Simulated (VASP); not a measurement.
Set up this calculation in VASP 6.6.1, as the native input.

```yaml
Task: single point
Functional: PBE
Potentials_or_basis: VASP PAW PBE potentials, release 64 (Ta_pv, S)
Cutoff: 520 eV
k_mesh: 9 × 9 × 5
Occupations: gaussian, width 0.012 eV
Spin: no spin polarisation
Further_INCAR_settings: ALGO = Normal; EDIFF = 1e-06; NBANDS = 18
```

The structure of TaS2 lies in POSCAR:

```
TaS2
1.0
    3.3500000000      0.0000000000      0.0000000000
   -1.6750000000      2.9011851027      0.0000000000
    0.0000000000      0.0000000000      5.8600000000
Ta S
1 2
Direct
    0.0000000000      0.0000000000      0.0000000000
    0.6666666667      0.3333333333      0.7500000000
    0.3333333333      0.6666666667      0.2500000000
```

One way to write it, as run:

INCAR

```
PREC     = Accurate       # precision mode
ENCUT    = 520            # plane-wave cutoff, eV
EDIFF    = 1E-6           # SCF threshold, eV
ISMEAR   = 0              # smearing method
SIGMA    = 0.012          # smearing width, eV
LREAL    = False          # projectors in reciprocal space
LASPH    = True           # aspherical terms in the spheres
NELM     = 100            # most SCF steps
ALGO     = Normal         # electronic algorithm
ISIF     = 2              # what is computed and relaxed
LWAVE    = False          # write WAVECAR
LCHARG   = False          # write CHGCAR
GGA      = PE             # functional
NBANDS   = 18             # bands
```

KPOINTS

```
regular mesh
0
Gamma
  9 9 5
```

Potentials or basis: VASP PAW PBE potentials, release 64 (Ta_pv, S).

Command:

```sh
$ cat potpaw_PBE.64/Ta_pv/POTCAR potpaw_PBE.64/S/POTCAR > POTCAR
$ mpirun -np 1 vasp_std > vasp.out
```

It gave:

The pressure is 9.1 GPa, the largest force is 1.267 eV/Å and the band gap on the k mesh is none (metal or under the smearing width).

Caveat: this functional lacks dispersion, which binds the layers, so the pressure and a relaxed spacing across them are unreliable; forces of over 1 eV/Å show positions far from the minimum, so gaps and moduli don't describe the material at rest.

Run time: 45 s on 1 thread of Intel(R) Xeon(R) Platinum 8488C (Sapphire Rapids), with other jobs on the host, peak memory 0.2 GiB.
